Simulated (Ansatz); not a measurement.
# InP: the cost of one run

Computed with Ansatz 0.2.0 (reference: DFT, PBEsol, plane waves, PAW, unless a step's input says otherwise).

The COD entry's cell or inner coordinates are ideal or old and differ from later refinements, so a difference from it is no clean test against experiment.

1 further run of the same task is left out (it didn't finish).

### Step 1. The structure to begin with

It takes space group F-43m (No. 216, cubic). The conventional cell has a = 5.908 Å, b = 5.908 Å, c = 5.908 Å, α = 90.00°, β = 90.00°, γ = 90.00°. In (site symmetry -43m) is surrounded by 4 P at 2.56 Å. Around P (site symmetry -43m) lie 4 In at 2.56 Å.

Structure file:

```
In P
1.0
     0.00000    2.95381    2.95381
     2.95381    0.00000    2.95381
     2.95381    2.95381    0.00000
In P
1 1
Direct
  0.00000 0.00000 0.00000
  0.25000 0.25000 0.25000
```

### Step 2. The reference run

input.yaml reads:

```yaml
crystal:
  lattice:
    - [0.0, 2.9538133435, 2.9538133435]
    - [2.9538133435, 0.0, 2.9538133435]
    - [2.9538133435, 2.9538133435, 0.0]
  atoms:
    - { symbol: In, position: [0.0, 0.0, 0.0] }
    - { symbol: P, position: [0.25, 0.25, 0.25] }
kpoints:
  mp_grid: { grid: [6, 6, 6] }
hamiltonian:
  xc: pbesol
scf:
  occupations: { method: fixed }
  n_extra_bands: 4
output:
  forces: true
  stress: true
  eigenvalues: true
```

Command:

```console
> ansatz run input.yaml --threads 4 --pin off --max-ram 3686MiB --backend cpu --events-out ev --progress --plain --runs-dir out
```

What time and memory should one allow on 4 threads of Arm Neoverse N1, shared host?

About 1 s, with a peak of 0.3 GiB.
